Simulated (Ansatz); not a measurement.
Rh: the change of energy less free atoms and pressure with volume per atom

Results calculated with Ansatz 0.2.0, not measured. Periodic Kohn-Sham DFT of a crystal at fixed atoms; pressure and stress are positive in compression; the energy is the free energy less that of spherical unpolarised free atoms; site moments are those in the method's own spheres, positive along +z.

Cell of the first row (space group Fd-3m, No. 227):
```
cell vectors (Å)
   0.0000     2.7101     2.7101
   2.7101     0.0000     2.7101
   2.7101     2.7101     0.0000
atoms (fractions of the cell vectors)
Rh  0.00000  0.00000  0.00000
Rh  0.25000  0.25000  0.25000
```

Settings of every row: method all-electron LAPW; functional PBE; relativity scalar; k mesh 11x11x11; filling fermi-dirac; smearing width 0.08 eV; basis error target 1 meV/atom; nucleus gaussian.

Atom start moment: 0 on all atoms.

Limits: the cell comes from a prototype or a list of computed structures and needn't be the stable phase.

```csv
row,volume per atom (Å³),energy less free atoms (eV/atom),pressure (GPa)
1,19.905,?,?
2,20.428,-6.1703,3.527
3,20.952,-6.176,0.045
4,21.476,-6.1712,-2.937
5,22,-6.1573,-5.484
```

Question: what energy less free atoms and pressure should row 1 give?

Worked fit of energy less free atoms. Take u = (V_r/V)^(2/3) − 1 with V_r = 21.214 Å³ an atom, which is twice the finite (Eulerian) strain; such expansions in the strain, on which the Birch-Murnaghan equation of state is built, carry the rest volume and the bulk modulus. The shown rows have u = 0.02549, 0.00832, -0.00815, -0.02396. Least squares give energy less free atoms = −6.17482 − 0.2914 × u + 18.378 × u² eV/atom; a straight line predicts inner rows, each left out in turn, worse (root mean square 0.0071 against 5.9e-05 eV/atom). All shown rows lie on it to the printed digit. The withheld row has u = 0.04337, so the fit gives −6.17482 − 0.2914 × (0.04337) + 18.378 × (0.04337)² = -6.1529 eV/atom.

The calculation gave -6.1523 eV/atom. The fit lies 0.0006 eV/atom (2.5 % of the column's range) below it; its largest miss of a shown row is 0.0000 eV/atom. This row lies beyond the range of the fit.

Worked fit of pressure. Take u = (V_r/V)^(2/3) − 1 with V_r = 21.214 Å³ an atom, which is twice the finite (Eulerian) strain; such expansions in the strain, on which the Birch-Murnaghan equation of state is built, carry the rest volume and the bulk modulus. The shown rows have u = 0.02549, 0.00832, -0.00815, -0.02396. Least squares give pressure = −1.5044 + 181.225 × u + 632.91 × u² GPa; a straight line predicts inner rows, each left out in turn, worse (root mean square 0.25 against 0.0051 GPa). The rows lie off it by 0.001, -0.002, 0.002, -0.001. The pressure vanishes at u = 0.0081, or V = 20.96 Å³ an atom, and there the bulk modulus at fixed shape and fractions is B = −V dP/dV = (2/3)(1 + u) dP/du = 129 GPa. The withheld row has u = 0.04337, so the fit gives −1.5044 + 181.225 × (0.04337) + 632.91 × (0.04337)² = 7.546 GPa.

The calculation gave 7.587 GPa. The fit lies 0.041 GPa (0.31 % of the column's range) below it; its largest miss of a shown row is 0.002 GPa. This row lies beyond the range of the fit.
